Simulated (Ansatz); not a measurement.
Sr started on an O site in rocksalt SrO, 64 atoms, charge +2

All numbers come from Ansatz (PAW, plane waves, no spin–orbit coupling) at the single k point (¼, ¼, ¼) without its symmetry partners. The atoms were relaxed with PBEsol in a fixed cell; other functionals are single points on those atoms unless said otherwise. The valence top and gap of the host come from its small cell on a dense mesh, with the band extrema sought between the mesh points, lined up by the mean potential, PBEsol gap 3.20 eV, HSE06 gap 4.79 eV. The charge correction uses an assumed dielectric constant of 14.5.

Relaxed structure:

```yaml
crystal:
  lattice:
    - [10.24549, 0.00000, 0.00000]
    - [0.00000, 10.24549, 0.00000]
    - [0.00000, 0.00000, 10.24549]
  atoms:
    - { symbol: O, position: [0.24986, 0.99980, 0.00023] }
    - { symbol: O, position: [0.24976, 0.99965, 0.50020] }
    - { symbol: O, position: [0.24992, 0.49976, 0.00072] }
    - { symbol: O, position: [0.74984, 0.99982, 0.00024] }
    - { symbol: O, position: [0.74994, 0.99981, 0.50023] }
    - { symbol: O, position: [0.74989, 0.49983, 0.00029] }
    - { symbol: O, position: [0.75018, 0.49972, 0.50058] }
    - { symbol: O, position: [0.00093, 0.25292, 0.00020] }
    - { symbol: O, position: [0.00116, 0.25107, 0.50020] }
    - { symbol: O, position: [0.00079, 0.74679, 0.00007] }
    - { symbol: O, position: [0.99928, 0.75056, 0.50009] }
    - { symbol: O, position: [0.49918, 0.25266, 0.00026] }
    - { symbol: O, position: [0.50088, 0.24909, 0.50027] }
    - { symbol: O, position: [0.49905, 0.74648, 0.00025] }
    - { symbol: O, position: [0.49924, 0.74862, 0.50023] }
    - { symbol: O, position: [0.00052, 0.00005, 0.25078] }
    - { symbol: O, position: [0.00058, 0.99989, 0.74956] }
    - { symbol: O, position: [0.00753, 0.49983, 0.25782] }
    - { symbol: O, position: [0.00801, 0.49973, 0.74208] }
    - { symbol: O, position: [0.49928, 0.99973, 0.25083] }
    - { symbol: O, position: [0.49925, 0.99969, 0.74953] }
    - { symbol: O, position: [0.49201, 0.49989, 0.25808] }
    - { symbol: O, position: [0.49163, 0.49988, 0.74185] }
    - { symbol: O, position: [0.24989, 0.25010, 0.25039] }
    - { symbol: O, position: [0.24994, 0.25023, 0.75013] }
    - { symbol: O, position: [0.25001, 0.74982, 0.25034] }
    - { symbol: O, position: [0.25011, 0.74961, 0.75034] }
    - { symbol: O, position: [0.75000, 0.25292, 0.25124] }
    - { symbol: O, position: [0.75005, 0.25296, 0.74953] }
    - { symbol: O, position: [0.74997, 0.74674, 0.25119] }
    - { symbol: O, position: [0.74995, 0.74682, 0.74942] }
    - { symbol: Sr, position: [0.25044, 0.49951, 0.50118] }
    - { symbol: Sr, position: [0.99807, 0.99990, 0.00015] }
    - { symbol: Sr, position: [0.99513, 0.99999, 0.50018] }
    - { symbol: Sr, position: [0.99410, 0.49986, 0.00037] }
    - { symbol: Sr, position: [0.97058, 0.50068, 0.50003] }
    - { symbol: Sr, position: [0.50179, 0.99983, 0.00017] }
    - { symbol: Sr, position: [0.50487, 0.99948, 0.50028] }
    - { symbol: Sr, position: [0.50576, 0.49981, 0.00047] }
    - { symbol: Sr, position: [0.52984, 0.49905, 0.49996] }
    - { symbol: Sr, position: [0.25001, 0.24271, 0.00049] }
    - { symbol: Sr, position: [0.25071, 0.22437, 0.50042] }
    - { symbol: Sr, position: [0.24986, 0.75686, 0.00029] }
    - { symbol: Sr, position: [0.24933, 0.77481, 0.50007] }
    - { symbol: Sr, position: [0.75005, 0.24672, 0.00017] }
    - { symbol: Sr, position: [0.75034, 0.24276, 0.50023] }
    - { symbol: Sr, position: [0.74985, 0.75289, 0.00015] }
    - { symbol: Sr, position: [0.74971, 0.75687, 0.50024] }
    - { symbol: Sr, position: [0.24994, 0.99985, 0.24537] }
    - { symbol: Sr, position: [0.24995, 0.99966, 0.75511] }
    - { symbol: Sr, position: [0.24987, 0.50002, 0.22115] }
    - { symbol: Sr, position: [0.24988, 0.49970, 0.78039] }
    - { symbol: Sr, position: [0.74993, 0.99978, 0.24840] }
    - { symbol: Sr, position: [0.74995, 0.99972, 0.75207] }
    - { symbol: Sr, position: [0.75006, 0.49978, 0.24433] }
    - { symbol: Sr, position: [0.75009, 0.49972, 0.75598] }
    - { symbol: Sr, position: [0.00141, 0.24940, 0.25164] }
    - { symbol: Sr, position: [0.00151, 0.24953, 0.74876] }
    - { symbol: Sr, position: [0.00123, 0.75043, 0.25164] }
    - { symbol: Sr, position: [0.00127, 0.75031, 0.74881] }
    - { symbol: Sr, position: [0.49866, 0.24931, 0.25167] }
    - { symbol: Sr, position: [0.49857, 0.24928, 0.74879] }
    - { symbol: Sr, position: [0.49839, 0.75019, 0.25148] }
    - { symbol: Sr, position: [0.49847, 0.75003, 0.74876] }
```

Chemical potentials μ are those of reference phases of the elements at zero temperature by the same functional (the usual solids, diamond for C, grey Sn, and the molecules H2, N2, O2, F2, Cl2, Br2 and S8).

| functional | E(defect) − E(host) − Σ nμ + q·E_VBM (eV) | monopole (eV) | alignment (eV) | formation energy at E_F = VBM (eV) | moment (μB) | wall time, shared host |
| --- | --- | --- | --- | --- | --- | --- |
| PBEsol | 8.00 | 0.55 | -0.06 | 8.49 | 2.0 | 12 s on NVIDIA GB300 (relaxation) |
| HSE06 | 7.12 | 0.55 | -0.05 | 7.62 | 2.0 | 50 s on NVIDIA GB300 |

Q: How does the monopole term follow by hand for this cubic cell?

A: q²·α·e²/(4πε₀)/(2εL) with the Madelung constant α = 2.837 and e²/4πε₀ = 14.40 eV·Å: 4 × 2.837 × 14.40 / (2 × 14.5 × 10.245) = 0.55 eV.

HSE06 one-electron levels near the gap (the ten most localised at most), from the host's valence top, not corrected for the charge's images:

```tsv
level (eV)	spin	filling	atoms sharing it	element of the atom with most weight
0.09	up	1.00	17.8	O
0.10	down	1.00	18.1	O
0.22	up	1.00	17.4	O
0.22	down	1.00	18.2	O
3.47	up	1.00	4.1	Sr
3.47	up	1.00	4.1	Sr
4.68	up	0.00	5.9	Sr
4.87	up	0.00	7.0	Sr
5.01	down	0.00	8.4	Sr
5.09	down	0.00	10.3	Sr
```

All elements are taken at their own reference at once; growth conditions in equilibrium with the host shift these energies, by up to the host's formation enthalpy.

One k point and a cell of this size can leave errors of several tenths of an eV in such numbers.
